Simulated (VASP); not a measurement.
# How smearing and PAW data sets change a VASP run on Al2Pt, part 3 of 3

Aim: find what the smearing and PAW data sets change for Al2Pt, and what they cost. The atoms are off their equilibrium sites, so that forces can be compared too. The series runs use PBE. The atoms of the start are displaced at random from the sites of a Fm-3m cell.

VASP 6.6.1, plane waves and PAW; the level of theory is named at each step.

So far. Step 11 (Smearing: ISMEAR = 2, SIGMA = 0.5): Against the run before the energy at zero width moves by -0.40 meV an atom and the pressure by +0.02 GPa, after 13 cycles in 22 s. The entropy term T·S comes to 2.05 meV an atom in size. Step 12 (Smearing: ISMEAR = -5): Against the first of the series the energy at zero width moves by -5.16 meV an atom and the pressure by +0.03 GPa, after 13 cycles in 21 s.

The database entry behind the starting cell differs from later determinations by our own check (0.1 to 0.3 % short, probably kX units), so it need not match the best structure at ambient conditions.

## 14. PAW data sets: minimal 64: Al Pt

This step: PBE; plane waves and PAW (Al, Pt) (VASP 6.6.1).

Data sets differ in which electrons are valence and how hard the partial waves are.

INCAR reads:

```
SYSTEM = Al2Pt
PREC = Accurate
ENCUT = 400
EDIFF = 1E-06
NELM = 100
ISMEAR = -1
SIGMA = 0.05
LREAL = .FALSE.
ALGO = Normal
GGA = PE
NBANDS = 14
LASPH = .TRUE.
LORBIT = 11
LWAVE = .FALSE.
LCHARG = .FALSE.
KPAR = 4
ISIF = 2
```

POSCAR reads:

```
Al2Pt
1.0
    0.0000000000      2.9550000000      2.9550000000
    2.9550000000      0.0000000000      2.9550000000
    2.9550000000      2.9550000000      0.0000000000
Al Pt
2 1
Direct
    0.2617280000      0.2349500000      0.2443600000
    0.7540240000      0.7533590000      0.7435730000
    0.0010320000     -0.0011870000      0.0064700000
```

KPOINTS reads:

```
Automatic mesh
0
Gamma
8 8 8
0 0 0
```

The projector-augmented-wave data sets are Al and Pt (PBE family, release 64).

Run with:

```sh
$ mpirun -np 4 vasp_std
```

Output:

```text
[... set-up lines as in an earlier step ...]
 entering main loop
       N       E                     dE             d eps       ncg     rms          rms(c)
DAV:   1     0.374808416088E+02    0.37481E+02   -0.57076E+03  7672   0.776E+02
DAV:   2    -0.155745658850E+02   -0.53055E+02   -0.47476E+02  8882   0.153E+02
DAV:   3    -0.167772272342E+02   -0.12027E+01   -0.11943E+01  9328   0.221E+01
DAV:   4    -0.167866950507E+02   -0.94678E-02   -0.94667E-02  8396   0.233E+00
DAV:   5    -0.167868589255E+02   -0.16387E-03   -0.16387E-03  9586   0.318E-01    0.858E+00
DAV:   6    -0.163258130906E+02    0.46105E+00   -0.20821E+00  8228   0.133E+01    0.224E+00
DAV:   7    -0.162457285479E+02    0.80085E-01   -0.16175E-01  8084   0.384E+00    0.168E+00
DAV:   8    -0.162159608278E+02    0.29768E-01   -0.29990E-02  8572   0.152E+00    0.252E-01
DAV:   9    -0.162159709810E+02   -0.10153E-04   -0.15881E-03  8978   0.351E-01    0.158E-01
DAV:  10    -0.162161162677E+02   -0.14529E-03   -0.29510E-04  8102   0.125E-01    0.183E-02
DAV:  11    -0.162161160392E+02    0.22845E-06   -0.23972E-05  8876   0.449E-02    0.617E-03
DAV:  12    -0.162161175947E+02   -0.15554E-05   -0.35247E-06  8410   0.128E-02    0.315E-03
DAV:  13    -0.162161177154E+02   -0.12077E-06   -0.54406E-07  6046   0.470E-03
   1 F= -.16216118E+02 E0= -.16210076E+02  d E =-.120831E-01
```

Run time: 21 s. Hardware: 4 MPI ranks of AMD EPYC 9R14 (Zen 4), shared host; peak memory 0.92 GiB; 80 s of CPU time.

From OUTCAR (step 14):

```text
   NELECT =      16.0000    total number of electrons

 E-fermi :   7.8753

 k-point     1 :       0.0000    0.0000    0.0000
  band No.  band energies     occupation
    ...
      2       2.8191      2.00000
      3       2.8289      2.00000
      4       2.8877      2.00000
      5       4.1991      2.00000
      6       4.2041      2.00000
      7      10.8430      0.00000
      8      11.6586      0.00000
      9      11.6997      0.00000
     10      11.7762      0.00000
     11      13.2960      0.00000
    ...

  Total        0.8193695      0.8264946      0.8338963      0.2963161      0.4369170     -0.2229200
  in kB       25.4382918     25.6594966     25.8892925      9.1994824     13.5646036     -6.9208149
  external PRESSURE =      25.6623603 kB  Pullay stress =       0.0000000 kB

 POSITION                                       TOTAL-FORCE (eV/Angst)
 -----------------------------------------------------------------------------------
      1.41636      1.49549      1.46768         0.436429     -0.012207      0.103806
      4.42343      4.42540      4.45432         0.020455      0.180616     -0.166676
      2.97061      0.02217      2.95454        -0.456884     -0.168408      0.062870
 -----------------------------------------------------------------------------------
    total drift:                               -0.000372     -0.000072      0.000052

  FREE ENERGIE OF THE ION-ELECTRON SYSTEM (eV)
  ---------------------------------------------------
  free  energy   TOTEN  =       -16.2161177154 eV

  energy  without entropy=      -16.2040346425  energy(sigma->0) =      -16.21007618

[... 8 parts as in an earlier step ...]

[... 9 further parts left out ...]
```

Numbers from this step:

| Property | Result |
| --- | --- |
| free energy (TOTEN) | -16.22 eV |
| Fermi energy | 7.875 eV |
| pressure | 2.566 GPa |

The series starts at -5.4034 eV an atom and 2.57 GPa, after 13 cycles in 21 s.

## 15. PAW data sets: recommended 54: Al Pt

INCAR is that of step 14.

POSCAR is that of step 14.

KPOINTS is that of step 14.

The projector-augmented-wave data sets are Al and Pt (PBE family, release 54).

Run with:

```sh
$ mpirun -np 4 vasp_std
```

Output:

```text
[... set-up lines as in an earlier step ...]
 entering main loop
       N       E                     dE             d eps       ncg     rms          rms(c)
[... 13 cycles as in an earlier step ...]
   1 F= -.16216118E+02 E0= -.16210076E+02  d E =-.120831E-01
```

It took 21 s on 4 MPI ranks; peak memory 0.93 GiB.

OUTCAR, selected parts (step 15):

```text
[... 6 parts as in an earlier step ...]

[... 1 further part left out ...]
[key lines of the parts left out:]
E-fermi :   7.8753
```

With 16 valence electrons the pressure is 2.57 GPa, +0.00 GPa from the first of the series, after 13 cycles in 21 s.

## 16. PAW data sets: semicore 64: Al Pt pv

This step: PBE; plane waves and PAW (Al, Pt_pv) (VASP 6.6.1).

Edit INCAR of step 15 so:

```diff
@@ -10,3 +10,3 @@
 GGA = PE
-NBANDS = 14
+NBANDS = 17
 LASPH = .TRUE.
```

POSCAR is that of step 15.

KPOINTS is that of step 15.

PAW data sets: Al and Pt_pv (PBE family, release 64).

Run with:

```sh
$ mpirun -np 4 vasp_std
```

Output:

```text
[... set-up lines as in an earlier step ...]
 entering main loop
       N       E                     dE             d eps       ncg     rms          rms(c)
DAV:   1     0.772616723357E+02    0.77262E+02   -0.11534E+04 10920   0.932E+02
DAV:   2    -0.143548378303E+02   -0.91617E+02   -0.88474E+02 11298   0.237E+02
DAV:   3    -0.167253776508E+02   -0.23705E+01   -0.23424E+01 11115   0.361E+01
DAV:   4    -0.167474284555E+02   -0.22051E-01   -0.22035E-01 11580   0.355E+00
[...]
DAV:  10    -0.162026292214E+02    0.16582E-03   -0.11571E-03  9762   0.317E-01    0.295E-02
DAV:  11    -0.162026424238E+02   -0.13202E-04   -0.40040E-05 10601   0.448E-02    0.118E-02
DAV:  12    -0.162026433565E+02   -0.93272E-06   -0.31499E-06 10185   0.141E-02
   1 F= -.16202643E+02 E0= -.16196590E+02  d E =-.121061E-01
```

It took 24 s on 4 MPI ranks; peak memory 0.96 GiB; 90 s of CPU time.

Parts of OUTCAR (step 16):

```text
  Total        0.6036789      0.6109124      0.6181012      0.2962125      0.4369041     -0.2229730
  in kB       18.7419218     18.9664943     19.1896794      9.1962648     13.5642033     -6.9224598
  external PRESSURE =      18.9660318 kB  Pullay stress =       0.0000000 kB

 POSITION                                       TOTAL-FORCE (eV/Angst)
 -----------------------------------------------------------------------------------
      1.41636      1.49549      1.46768         0.436235     -0.012138      0.103939
      4.42343      4.42540      4.45432         0.020268      0.180827     -0.166763
      2.97061      0.02217      2.95454        -0.456503     -0.168688      0.062824
 -----------------------------------------------------------------------------------
    total drift:                                0.000450     -0.000261     -0.000082

  FREE ENERGIE OF THE ION-ELECTRON SYSTEM (eV)
  ---------------------------------------------------
  free  energy   TOTEN  =       -16.2026433565 eV

  energy  without entropy=      -16.1905372974  energy(sigma->0) =      -16.19659033

[... 1 part as in an earlier step ...]

[... 2 further parts left out ...]
[key lines of the parts left out:]
E-fermi :   8.1032
```

With 22 valence electrons the pressure is 1.90 GPa, -0.67 GPa from the first of the series, after 12 cycles in 24 s.

## 17. PAW data sets: GW 64: Al GW Pt sv GW

This step: PBE; plane waves and PAW (Al_GW, Pt_sv_GW) (VASP 6.6.1).

Edit INCAR of step 16 so:

```diff
@@ -2,3 +2,3 @@
 PREC = Accurate
-ENCUT = 400
+ENCUT = 430
 EDIFF = 1E-06
@@ -10,3 +10,3 @@
 GGA = PE
-NBANDS = 17
+NBANDS = 18
 LASPH = .TRUE.
```

POSCAR is that of step 16.

KPOINTS is that of step 16.

Potentials, in the order of the species: Al_GW and Pt_sv_GW (PBE family, release 64).

Run with:

```sh
$ mpirun -np 4 vasp_std
```

Output:

```text
[... set-up lines as in an earlier step ...]
 entering main loop
       N       E                     dE             d eps       ncg     rms          rms(c)
DAV:   1     0.812659175782E+02    0.81266E+02   -0.13241E+04 12816   0.108E+03
DAV:   2    -0.147871774802E+02   -0.96053E+02   -0.92829E+02 12070   0.274E+02
DAV:   3    -0.184431617591E+02   -0.36560E+01   -0.35980E+01 11812   0.448E+01
DAV:   4    -0.184908255482E+02   -0.47664E-01   -0.47555E-01 11994   0.478E+00
[...]
DAV:  12    -0.161755050132E+02   -0.38732E-05   -0.15807E-05 13130   0.284E-02    0.321E-02
DAV:  13    -0.161755034035E+02    0.16097E-05   -0.36678E-06  9690   0.172E-02    0.713E-03
DAV:  14    -0.161755031555E+02    0.24800E-06   -0.17626E-06  7454   0.100E-02
   1 F= -.16175503E+02 E0= -.16169505E+02  d E =-.119962E-01
```

Elapsed: 32 s, on 4 MPI ranks; peak memory 1.2 GiB; 2.1 min of CPU time.

OUTCAR, selected parts (step 17):

```text
  Total        0.5201923      0.5267068      0.5340214      0.2946057      0.4341586     -0.2216636
  in kB       16.1499830     16.3522315     16.5793234      9.1463819     13.4789661     -6.8818060
  external PRESSURE =      16.3605126 kB  Pullay stress =       0.0000000 kB

 POSITION                                       TOTAL-FORCE (eV/Angst)
 -----------------------------------------------------------------------------------
      1.41636      1.49549      1.46768         0.434805     -0.012460      0.103712
      4.42343      4.42540      4.45432         0.019581      0.180025     -0.166224
      2.97061      0.02217      2.95454        -0.454386     -0.167565      0.062512
 -----------------------------------------------------------------------------------
    total drift:                                0.000172     -0.000006     -0.000025

  FREE ENERGIE OF THE ION-ELECTRON SYSTEM (eV)
  ---------------------------------------------------
  free  energy   TOTEN  =       -16.1755031555 eV

  energy  without entropy=      -16.1635069491  energy(sigma->0) =      -16.16950505

[... 3 further parts left out ...]
[key lines of the parts left out:]
E-fermi :   6.9054
```

With 24 valence electrons the pressure is 1.64 GPa, -0.93 GPa from the first of the series, after 14 cycles in 32 s.

## 18. The PAW data sets series as a table

This step: convergence of PBE results with the datasets; plane waves and PAW (VASP 6.6.1).

Derived from the runs above.

Differences are taken from the run with minimal 64: Al Pt. Results of the series, by row:

```tsv
setting	status	pressure (GPa)	largest force difference (meV/Å)	SCF cycles	wall time (s)
minimal 64: Al Pt, 400 eV	converged	2.566	0	13	21
recommended 54: Al Pt, 400 eV	converged	2.566	0	13	21
semicore 64: Al Pt_pv, 400 eV	converged	1.897	0.381	12	24
gw 64: Al_GW Pt_sv_GW, 430 eV	converged	1.636	2.498	14	32
```

## 19. What came out

```
spread of the pressure over the smearing      : 0.194 GPa
spread of the energy over the smearing        : 5.30 meV/atom
spread of the pressure over the PAW data sets : 0.930 GPa
```

The usual rule keeps the entropy term T·S under 1 meV an atom, which holds up to a width of 0.05 eV for Gaussian and 0.2 eV for second-order Methfessel-Paxton. That rule is made for Methfessel-Paxton; with the other schemes the zero-width estimate is the energy to use. Farthest in energy from the narrowest smearing lies ISMEAR = -5 (-5.2 meV an atom, +0.03 GPa, 11.2 meV/Å in forces). On a fixed mesh a narrow width is not the exact answer for a metal: it samples the Fermi surface more noisily. The choice of data set moves the pressure between 1.64 GPa (gw 64: Al_GW Pt_sv_GW) and 2.57 GPa (minimal 64: Al Pt); the cutoffs differ too (400 and 430 eV). Data sets differ in their zero of energy, so energies are not compared.

[Lines on the potential files, build, host, timing and source positions are cut from VASP's logs without a mark.]

[Logs are printed without paths, hosts, clocks, repeated set-up lines and the standing remarks that a program may print on its own settings, such as how far it seeks lower states.]

[Hosts, paths, dates, database ids (printed as entryN), source tags and the programs' standing remarks are cut or masked in the printed files.]

[A measured line is paired with the nearest computed mode of its activity, which favours agreement.]
